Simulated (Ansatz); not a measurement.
# MgSi (P4/mmm) in Ansatz: equation of state

Aim: energy against volume of MgSi in PBEsol, for its equilibrium volume and stiffness.

Everything below comes from runs of Ansatz 0.2.0. Logs are shortened: lines on timing, memory, paths and dates and some standing lists are left out, and cuts for length are marked.

## Step 1: Starting point

It takes space group P4/mmm (No. 123, tetragonal). Conventional cell: a = 2.908 Å, b = 2.908 Å, c = 4.103 Å, α = 90.00°, β = 90.00°, γ = 90.00°. Around Si (site symmetry 4/mmm) lie 8 Mg at 2.90 Å and 4 Si at 2.91 Å. Mg (site symmetry 4/mmm) is surrounded by 8 Si at 2.90 Å and 4 Mg at 2.91 Å.

The cell comes from a database or a generator and needn't be the stable form of this composition.

## Step 2: Equation of state, PBEsol

Potentials or basis: all-electron LAPW, scalar-relativistic.

This step only gathers the single runs of the series.

What came out:

```
Equilibrium volume                        : 16.94 Å³/atom
Bulk modulus at fixed shape and positions : 66 GPa
Pressure derivative of the bulk modulus   : 4.1
```

Energy against volume, from the lowest point:
```tsv
volume (Å³/atom)	energy (meV/atom)
16.314	5.02
16.661	0.92
17.008	0.00
17.355	1.96
17.702	6.51
18.049	13.41
18.396	22.40
```

Caveat: the cell was scaled at fixed shape and fractional positions, which overstates the stiffness of a crystal with free parameters, most of all of layers and chains.
